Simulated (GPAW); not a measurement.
# InAs (F-43m) in GPAW: settings compared

The runs below take InAs through single point, with PBE, LDA, PBEsol.

All numbers are computed with GPAW 26.7.0; they aren't measurements. Logs are shortened: lines on timing, memory, paths and dates and some standing lists are left out, and cuts for length are marked. The log counts tension as positive stress, the text compression.

**Experimental background.**

A printed reference work, data compilation reports, for a bulk crystal of InAs at 4.2 K: band gap 0.418 eV (direct).

The runs below are set against these values where they give the same quantity.

### Step 1. The crystal as given

The structure is cubic, space group F-43m (No. 216). The conventional cell has a = 6.036 Å, b = 6.036 Å, c = 6.036 Å, α = 90.00°, β = 90.00°, γ = 90.00°. In (site symmetry -43m) has 4 As at 2.61 Å as nearest neighbours. As (site symmetry -43m) is surrounded by 4 In at 2.61 Å.

### Step 2. Single point, PBE

run.py

```python
from ase.dft.bandgap import bandgap
from ase.io import read, write
from ase.units import GPa
from gpaw import GPAW, PW

atoms = read('InAs.xyz')

calc = GPAW(mode=PW(600),
            xc='PBE',
            kpts={'size': (8, 8, 8), 'gamma': True},
            occupations={'name': 'methfessel-paxton', 'order': 0, 'width': 0.03},
            nbands=18,
            convergence={'density': 1e-05, 'energy': 1e-05},
            maxiter=150,
            txt='gpaw.txt')
atoms.calc = calc
energy = atoms.get_potential_energy()
forces = atoms.get_forces()
stress = atoms.get_stress()
calc.write('gs.gpw')
write('result.traj', atoms)
print(f'Energy: {energy:.6f} eV')
print('Forces (eV/A):')
print(forces.round(4))
print('Stress (GPa):', (stress / GPa).round(3))
print('Fermi level:', round(calc.get_fermi_level(), 4), 'eV')
print(f'Gap: {bandgap(calc)[0]:.4f} eV, direct: {bandgap(calc, direct=True)[0]:.4f} eV')
```

InAs.xyz

```xyz
2
Lattice="0.0000000000 3.0180000000 3.0180000000 3.0180000000 0.0000000000 3.0180000000 3.0180000000 3.0180000000 0.0000000000" Properties=species:S:1:pos:R:3 pbc="T T T"
In     0.0000000000      0.0000000000      0.0000000000
As     4.5270000000      4.5270000000      4.5270000000
```

Potentials or basis: GPAW PAW data sets (gpaw-data 1.2.1), pw.

On the command line:

```
OMP_NUM_THREADS=1 python run.py
```

gpaw.txt:

```text
__  _  _
 | _ |_)|_||  |
 |__||  | ||/\| - 26.7.0

Input parameters:
  mode=PW(ecut=600.0),
  convergence={'density': 1e-05, 'energy': 1e-05},
  kpts=MonkhorstPack(size=(8, 8, 8), gamma=True),
  maxiter=150,
  nbands=18,
  occupations=Occupations(name='methfessel-paxton', order=0, width=0.03),
  xc=XC(name='PBE')

Diagonalizing LCAO Hamiltonian
Converting LCAO to pw mode

                     As

       In

Atoms  # Å, Bohr magnetons
|   | symbol |        x |        y |        z |    initial magnetic moments |
|---|--------|----------|----------|----------|-----------------------------|
| 0 |     In | 0.000000 | 0.000000 | 0.000000 | ( 0.0000,  0.0000,  0.0000) |
| 1 |     As | 4.527000 | 4.527000 | 4.527000 | ( 0.0000,  0.0000,  0.0000) |

Unit cell  # Å
| periodic |        x |        y |        z |  lengths |    angles |
|----------|----------|----------|----------|----------|-----------|
|      yes | 0.000000 | 3.018000 | 3.018000 | 4.268097 | 60.000000 |
|      yes | 3.018000 | 0.000000 | 3.018000 | 4.268097 | 60.000000 |
|      yes | 3.018000 | 3.018000 | 0.000000 | 4.268097 | 60.000000 |

Number of symmetries: 24
Symmetry operations  # r_c * U_cc + t_c -> r_c
|    | kind |            matrix            |
|----|------|------------------------------|
|  0 |  E   |  1, 0, 0,  0, 1, 0,  0, 0, 1 |
|  1 |  σ   |  1, 0, 0,  0, 0, 1,  0, 1, 0 |
|  2 |  σ   |  1, 0,-1,  0, 1,-1,  0, 0,-1 |
|  3 |  C3  |  1, 0,-1,  0, 0,-1,  0, 1,-1 |
|  4 |  C3  |  1,-1, 0,  0,-1, 1,  0,-1, 0 |
|  5 |  σ   |  1,-1, 0,  0,-1, 0,  0,-1, 1 |
|  6 |  σ   |  0, 1, 0,  1, 0, 0,  0, 0, 1 |
|  7 |  C3  |  0, 1, 0,  0, 0, 1,  1, 0, 0 |
|  8 |  C2  |  0, 1,-1,  1, 0,-1,  0, 0,-1 |
|  9 |  S4  |  0, 1,-1,  0, 0,-1,  1, 0,-1 |
| 10 |  C3  |  0, 0, 1,  1, 0, 0,  0, 1, 0 |
| 11 |  σ   |  0, 0, 1,  0, 1, 0,  1, 0, 0 |
| 12 |  S4  |  0, 0,-1,  1, 0,-1,  0, 1,-1 |
| 13 |  C3  |  0, 0,-1,  0, 1,-1,  1, 0,-1 |
| 14 |  S4  |  0,-1, 1,  1,-1, 0,  0,-1, 0 |
| 15 |  C2  |  0,-1, 1,  0,-1, 0,  1,-1, 0 |
| 16 |  C3  |  0,-1, 0,  1,-1, 0,  0,-1, 1 |
| 17 |  S4  |  0,-1, 0,  0,-1, 1,  1,-1, 0 |
| 18 |  S4  | -1, 1, 0, -1, 0, 1, -1, 0, 0 |
| 19 |  C3  | -1, 1, 0, -1, 0, 0, -1, 0, 1 |
| 20 |  C3  | -1, 0, 1, -1, 1, 0, -1, 0, 0 |
| 21 |  S4  | -1, 0, 1, -1, 0, 0, -1, 1, 0 |
| 22 |  σ   | -1, 0, 0, -1, 1, 0, -1, 0, 1 |
| 23 |  C2  | -1, 0, 0, -1, 0, 1, -1, 1, 0 |

BZ-sampling:
  Number of BZ points: 512
  Number of IBZ points: 29

  Monkhorst-Pack size: [8, 8, 8]
  Monkhorst-Pack shift: [0.0625, 0.0625, 0.0625]

K-points  # in reciprocal-cell coordinates
|     |                                coordinates |     weight |
|-----|--------------------------------------------|------------|
|   0 | (  0.00000000,   0.00000000,   0.00000000) | 0.00195312 |
|   1 | (  0.12500000,   0.12500000,   0.00000000) | 0.01171875 |
|   2 | (  0.12500000,   0.12500000,   0.12500000) | 0.01562500 |
|   3 | (  0.25000000,   0.12500000,   0.12500000) | 0.02343750 |
|   4 | (  0.25000000,   0.25000000,   0.00000000) | 0.01171875 |
|   5 | (  0.25000000,   0.25000000,   0.12500000) | 0.04687500 |
|   6 | (  0.25000000,   0.25000000,   0.25000000) | 0.01562500 |
|   7 | (  0.37500000,   0.25000000,  -0.37500000) | 0.04687500 |
|   8 | (  0.37500000,   0.25000000,   0.12500000) | 0.04687500 |
|   9 | (  0.37500000,   0.25000000,   0.25000000) | 0.04687500 |
| ... |                                            |            |
|  28 | (  0.50000000,   0.50000000,   0.50000000) | 0.00781250 |

Plane wave coefficients: 1856
Cutoff: 600.0 eV

Spin-components: 1 (collinear spins)
Bands:           18
Projectors:      11
Spin-degeneracy: 2
Datatype:        complex128

Parallelization:
  kpt:    1
  domain: 1
  band:   1

Density:
  Valence electrons: 18.0
  Components: 1
  Grid points: [25 25 25]
  Charge: 0.0  # |e|

Potential:
  Grid points: [25 25 25]

species:
  In:
    name:    Indium
    Z:       49.0
    valence: 13
    core:    36
    charge:  0.0  # [|e|]
    compensation charges:
      type: gauss
      rc: 0.36  # [Å]
      lmax: 2
    cutoffs:
      filter: 2.09  # [Å]
      core: 2.48  # [Å]
    projectors
    | kind |    occ | energy [eV] | rcut [Å] |
    |------|--------|-------------|----------|
    |   5s |  2.000 |      -8.203 |    1.185 |
    |   5p |  1.000 |      -2.521 |    1.244 |
    |   4d | 10.000 |     -18.629 |    1.148 |
    |    s |        |      19.008 |    1.185 |
    |    p |        |      24.691 |    1.244 |
    |    d |        |       8.583 |    1.148 |

    Using partial waves for In as LCAO basis

  As:
    name:    Arsenic
    Z:       33.0
    valence: 5
    core:    28
    charge:  0.0  # [|e|]
    compensation charges:
      type: gauss
      rc: 0.33  # [Å]
      lmax: 2
    cutoffs:
      filter: 1.87  # [Å]
      core: 2.96  # [Å]
    projectors
    | kind |    occ | energy [eV] | rcut [Å] |
    |------|--------|-------------|----------|
    |   4s |  2.000 |     -14.487 |    1.058 |
    |   4p |  3.000 |      -5.196 |    1.058 |
    |    s |        |      12.725 |    1.058 |
    |    p |        |      22.016 |    1.058 |
    |    d |        |       0.000 |    1.058 |

    Using partial waves for As as LCAO basis

Reference energy: -221478.393260  # eV

eigensolver:
  PPCG
  Converge bands: occupied
  niter=2

density mixing:
  MSR1-Mixer
  Pratt-step length: 0.05
  Maximum mixing coefficient: 0.75
  Old densities: 10
  SVD Regularization: 0.005
  Good broyden scale: 1.0
  Trust region scale: 1.0
  Backstep threshold: 4.0
  History deletion threshold: 6.0
  Fourier metric: weight=20.0, sigma=0.015

occupation numbers:
  Methfessel-Paxton:
    width: 0.0300  # eV
    order: 0

poisson solver:
  ecut: 4800.0  # eV

xc functional:
  name: PBE with 2 nearest neighbor stencil

convergence criteria:
- Maximum integral of absolute [dens]ity change: 1e-05 electrons / valence electron
- Maximum [total energy] change in last 3 cyles: 1e-05 eV / valence electron
- Maximum integral of absolute [eigenst]ate change: 4e-08 eV^2 / valence electron
maximum number of iterations: 150

SCF iterations
|iter     | |      energy | eigst |  dens |
|---------|-|-------------|-------|-------|
|iter:   1| |   -8.118329 | -0.34 |       |
|iter:   2| |   -8.073570 | -2.36 | -1.17 |
|iter:   3| |   -7.903456 | -1.93 | -1.21 |
|iter:   4| |   -7.904605 | -3.32 | -1.81 |
|iter:   5| |   -7.904713 | -4.10 | -2.32 |
|iter:   6| |   -7.904741c| -5.65 | -3.12 |
|iter:   7| |   -7.904744c| -6.66 | -3.56 |
|iter:   8| |   -7.904744c| -8.15c| -4.63 |
|iter:   9| |   -7.904744c| -8.40c| -5.36c|

Converged in 9 steps
Energy contributions relative to reference atoms: (reference = -221478.393260)

Energy contributions:
  Kinetic:          27.002236
  Coulomb:         -24.729315
  Zero:              0.139461
  External:          0.000000
  Xc:              -10.317081
  Entropy:          -0.000090
  Spinorbit:         0.000000
  ----------------------------
  Free energy:      -7.904790
  Extrapolated:     -7.904744

dipole moment: (-17.118219, -17.118219, -17.118219)  # |e|*Ang

Fermi level: 4.913
Eigenvalues  # (at kpt = [0.000, 0.000, 0.000])
| band index |      eig [eV] | occ [0-2] |
|------------|---------------|-----------|
|          0 |        -9.407 |     2.000 |
|        ... |               |           |
|          2 |        -9.407 |     2.000 |
|          3 |        -9.278 |     2.000 |
|          4 |        -9.278 |     2.000 |
|          5 |        -6.992 |     2.000 |
|          6 |         4.743 |     2.000 |
|          7 |         4.904 |     1.333 |
[... 8 lines left out ...]
|         16 |        15.399 |     0.000 |
|         17 |        15.399 |     0.000 |

No gap
No difference between direct/indirect transitions

Forces  # eV/Ang
|        x |        y |        z |
|----------|----------|----------|
| -0.00000 |  0.00000 |  0.00000 |  # In   0
|  0.00000 | -0.00000 | -0.00000 |  # As   1

Stress tensor  # eV/Ang^3
|         x |         y |         z |
|-----------|-----------|-----------|
| -0.025243 |  0.000000 |  0.000000 |
|  0.000000 | -0.025243 |  0.000000 |
|  0.000000 |  0.000000 | -0.025243 |

# Writing to gs.gpw (mode='')
```

stdout:

```text
Energy: -7.904744 eV
Forces (eV/A):
[[-0.  0.  0.]
 [ 0. -0. -0.]]
Stress (GPa): [-4.044 -4.044 -4.044  0.     0.     0.   ]
Fermi level: 4.9127 eV
Gap: 0.0000 eV, direct: 0.0000 eV
```

Wall time 16 s (1 thread of Arm Neoverse V1, shared host); peak memory 0.16 GiB.

Results:

```yaml
Free_energy: -7.9048 eV
Pressure: 4.0 GPa
Band_gap_on_the_k_mesh: none (metal or under the smearing width)
```

Levels at points of the mesh, in eV from the Fermi level:
```tsv
k point	band 5	band 6	band 7	band 8	band 9	band 10	band 11	band 12	band 13	band 14
(0.00, 0.00, 0.00)	-14.19	-11.90	-0.17	-0.01	-0.01	-0.01	3.88	3.88	3.88	7.56
(0.50, 0.50, 0.00)	-14.17	-9.86	-5.87	-2.36	-2.36	1.53	2.06	9.22	9.30	9.30
(0.50, 0.50, 0.50)	-14.18	-10.41	-5.80	-1.01	-1.01	0.96	4.67	4.67	6.87	9.08
```

Caveat: this crystal is a semiconductor, whose small gap the functional closes, so the metal is an error of the method.

### Step 3. Single point, LDA

run.py: that of step 2 with these lines changed.

```diff
@@ -8,5 +8,5 @@
 calc = GPAW(mode=PW(600),
-            xc='PBE',
+            xc='LDA',
             kpts={'size': (8, 8, 8), 'gamma': True},
-            occupations={'name': 'methfessel-paxton', 'order': 0, 'width': 0.03},
+            occupations={'name': 'methfessel-paxton', 'order': 0, 'width': 0.02},
             nbands=18,
```

InAs.xyz is that of step 2.

Potentials or basis: the program's PAW data sets (release 1.2.1) made for this functional, pw.

On the command line:

```
OMP_NUM_THREADS=1 python run.py
```

Run time: 15 s. Hardware: 1 thread of Arm Neoverse V1, shared host; peak memory 0.16 GiB.

The run converged. Its results:

| Quantity | Value |
| --- | --- |
| Free energy | -9.2753 eV |
| Pressure | -0.5 GPa |
| Band gap on the k mesh | none (metal or under the smearing width) |

Levels at points of the mesh, in eV from the Fermi level:
```
           k point  band 6  band 7  band 8  band 9  band 10  band 11  band 12  band 13
(0.00, 0.00, 0.00)  -11.98   -0.41   -0.01   -0.01    -0.01     3.81     3.81     3.81
(0.50, 0.50, 0.00)   -9.92   -5.96   -2.38   -2.38     1.41     1.95     9.03     9.16
(0.50, 0.50, 0.50)  -10.47   -5.88   -1.02   -1.02     0.79     4.61     4.61     6.70
```

Caveat: this crystal is a semiconductor, whose small gap the functional closes, so the metal is an error of the method.

### Step 4. Single point, PBE

run.py: that of step 3 with these lines changed.

```diff
@@ -8,5 +8,5 @@
 calc = GPAW(mode=PW(600),
-            xc='LDA',
+            xc='PBE',
             kpts={'size': (8, 8, 8), 'gamma': True},
-            occupations={'name': 'methfessel-paxton', 'order': 0, 'width': 0.02},
+            occupations={'name': 'methfessel-paxton', 'order': 0, 'width': 0.1},
             nbands=18,
```

InAs.xyz is that of step 3.

Potentials or basis: GPAW PAW data sets (gpaw-data 1.2.1), pw.

On the command line:

```
OMP_NUM_THREADS=1 python run.py
```

Wall time 16 s (1 thread of Arm Neoverse V1, shared host); peak memory 0.16 GiB.

Results (log left out):

| Quantity | Value |
| --- | --- |
| Free energy | -7.9050 eV |
| Pressure | 4.0 GPa |
| Band gap on the k mesh | none (metal or under the smearing width) |

Levels at points of the mesh, in eV from the Fermi level:
| k point | band 6 | band 7 | band 8 | band 9 | band 10 | band 11 | band 12 | band 13 |
| --- | --- | --- | --- | --- | --- | --- | --- | --- |
| (0.00, 0.00, 0.00) | -11.93 | -0.19 | -0.03 | -0.03 | -0.03 | 3.86 | 3.86 | 3.86 |
| (0.50, 0.50, 0.00) | -9.88 | -5.89 | -2.38 | -2.38 | 1.51 | 2.04 | 9.20 | 9.27 |
| (0.50, 0.50, 0.50) | -10.43 | -5.82 | -1.04 | -1.04 | 0.94 | 4.65 | 4.65 | 6.85 |

Caveat: this crystal is a semiconductor, whose small gap the functional closes, so the metal is an error of the method.

### Step 5. Single point, PBEsol

run.py: that of step 4 with these lines changed.

```diff
@@ -1,12 +1,21 @@
+from ase import Atoms
 from ase.dft.bandgap import bandgap
-from ase.io import read, write
+from ase.io import write
 from ase.units import GPa
-from gpaw import GPAW, PW
+from gpaw import GPAW, PW, setup_paths
 
-atoms = read('InAs.xyz')
+setup_paths.insert(0, '.')
+
+atoms = Atoms(['In', 'As'],
+              cell=[[0.0, 3.018, 3.018],
+                    [3.018, 0.0, 3.018],
+                    [3.018, 3.018, 0.0]],
+              scaled_positions=[[0.0, 0.0, 0.0],
+                                [0.75, 0.75, 0.75]],
+              pbc=True)
 
 calc = GPAW(mode=PW(600),
-            xc='PBE',
+            xc='PBEsol',
             kpts={'size': (8, 8, 8), 'gamma': True},
-            occupations={'name': 'methfessel-paxton', 'order': 0, 'width': 0.1},
+            occupations={'name': 'methfessel-paxton', 'order': 0, 'width': 0.05},
             nbands=18,
```

Potentials or basis: PAW data sets generated in the run's folder for this functional, pw.

On the command line:

```
gpaw-setup -f PBEsol As In
OMP_NUM_THREADS=1 python run.py
```

Run time: 19 s. Hardware: 1 thread of Arm Neoverse V1, shared host; peak memory 0.16 GiB.

The run converged. Its results:

```
Free energy            : -8.7161 eV
Pressure               : 1.3 GPa
Band gap on the k mesh : none (metal or under the smearing width)
```

Levels at points of the mesh, in eV from the Fermi level:
```tsv
k point	band 5	band 6	band 7	band 8	band 9	band 10	band 11	band 12	band 13	band 14
(0.00, 0.00, 0.00)	-14.15	-11.94	-0.27	-0.02	-0.02	-0.02	3.83	3.83	3.83	7.37
(0.50, 0.50, 0.00)	-14.12	-9.88	-5.91	-2.39	-2.39	1.41	1.98	9.10	9.24	9.24
(0.50, 0.50, 0.50)	-14.14	-10.43	-5.86	-1.03	-1.03	0.87	4.61	4.61	6.72	8.94
```

Caveat: this crystal is a semiconductor, whose small gap the functional closes, so the metal is an error of the method.

### Step 6. The runs side by side

| level | potentials or basis | smearing | gap on the mesh (eV) | pressure (GPa) |
| --- | --- | --- | --- | --- |
| PBE | GPAW PAW data sets (gpaw-data 1.2.1), pw | gaussian 0.03 eV | none | 4.0 |
| LDA | the program's PAW data sets (release 1.2.1) made for this functional, pw | gaussian 0.02 eV | none | -0.5 |
| PBE | GPAW PAW data sets (gpaw-data 1.2.1), pw | gaussian 0.1 eV | none | 4.0 |
| PBEsol | PAW data sets generated in the run's folder for this functional, pw | gaussian 0.05 eV | none | 1.3 |

Alike in all rows: task single point; no spin polarisation; cell as given; k mesh 8 × 8 × 8; cutoff (eV) 600.

Caveats: this crystal is a semiconductor, whose small gap the functional closes, so the metal is an error of the method.

Total energies depend on the potentials used, so only differences within one code and one set of settings carry meaning.

### Step 7. Against experiment

Step 2. Against the measured gap of InAs, 0.418 eV (direct; 4.2 K; a printed reference work, data compilation), the calculated 0.00 eV is off by -0.42 eV. Spin-orbit coupling on As, In is left out. The value is that of PBE on a finite k mesh, which can miss the band edges, without temperature or zero-point motion. Semilocal functionals fall short of measured gaps as a rule.

Step 3. Measured gap of InAs: 0.418 eV (direct; 4.2 K; a printed reference work, data compilation). This calculation gives 0.00 eV (-0.42 eV). Spin-orbit coupling on As, In is left out. The value is that of LDA on a finite k mesh, which can miss the band edges, without temperature or zero-point motion. Semilocal functionals fall short of measured gaps as a rule.

Step 4. Against the measured gap of InAs, 0.418 eV (direct; 4.2 K; a printed reference work, data compilation), the calculated 0.00 eV is off by -0.42 eV. Spin-orbit coupling on As, In is left out. The value is that of PBE on a finite k mesh, which can miss the band edges, without temperature or zero-point motion. Semilocal functionals fall short of measured gaps as a rule.

Step 5. Against the measured gap of InAs, 0.418 eV (direct; 4.2 K; a printed reference work, data compilation), the calculated 0.00 eV is off by -0.42 eV. Spin-orbit coupling on As, In is left out. The value is that of PBEsol on a finite k mesh, which can miss the band edges, without temperature or zero-point motion. Semilocal functionals fall short of measured gaps as a rule.
